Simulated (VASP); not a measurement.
Set up this calculation in VASP 6.6.1, as the native input.

| Property | Result |
| --- | --- |
| Task | single point |
| Functional | revPBE |
| Potentials or basis | VASP PAW PBE potentials, release 64 (Cu) |
| Cutoff | 520 eV |
| k mesh | 12 × 12 × 16 |
| Occupations | fermi-dirac, width 0.1 eV |
| Spin | no spin polarisation |
| Dipole correction | no |
| Further INCAR settings | ALGO = Fast; EDIFF = 1e-06; NBANDS = 24 |

The structure of Cu lies in POSCAR:

```
Cu
1.0
    4.0476895401      0.0000000000      0.0000000000
   -2.0238447701      3.5054019684      0.0000000000
    0.0000000000      0.0000000000      2.4316103513
Cu
3
Direct
    0.0000000000      1.0000000000      1.0000000000
    0.3333333333      0.6666666667      0.5000000000
    0.6666666667      0.3333333333      0.5000000000
```

This isn't the form of Cu at room conditions, which is fcc.

One way to write it, as run:

INCAR

```
PREC     = Accurate       # precision mode
ENCUT    = 520            # plane-wave cutoff, eV
EDIFF    = 1E-6           # SCF threshold, eV
ISMEAR   = -1             # smearing method
SIGMA    = 0.1            # smearing width, eV
LREAL    = False          # projectors in reciprocal space
LASPH    = True           # aspherical terms in the spheres
NELM     = 80             # most SCF steps
ALGO     = Fast           # electronic algorithm
ISIF     = 2              # what is computed and relaxed
LWAVE    = False          # write WAVECAR
LCHARG   = True           # write CHGCAR
GGA      = RE             # functional
LELF     = True           # ELF
LVHAR    = True         
NBANDS   = 24             # bands
```

KPOINTS

```
regular mesh
0
Gamma
  12 12 16
```

Potentials or basis: VASP PAW PBE potentials, release 64 (Cu).

Command:

```console
$ cat potpaw_PBE.64/Cu/POTCAR > POTCAR
$ mpirun -np 1 vasp_std > vasp.out
```

Results of the run:

```yaml
Pressure: 13.3 GPa
Band_gap_on_the_k_mesh: none (metal or under the smearing width)
```

Caveat: the PAW data sets were made with another functional, which shifts forces and pressure a little.

Wall time 72 s on 1 thread of Intel(R) Xeon(R) Platinum 8559C (Emerald Rapids), with other jobs on the host, peak memory 0.21 GiB.
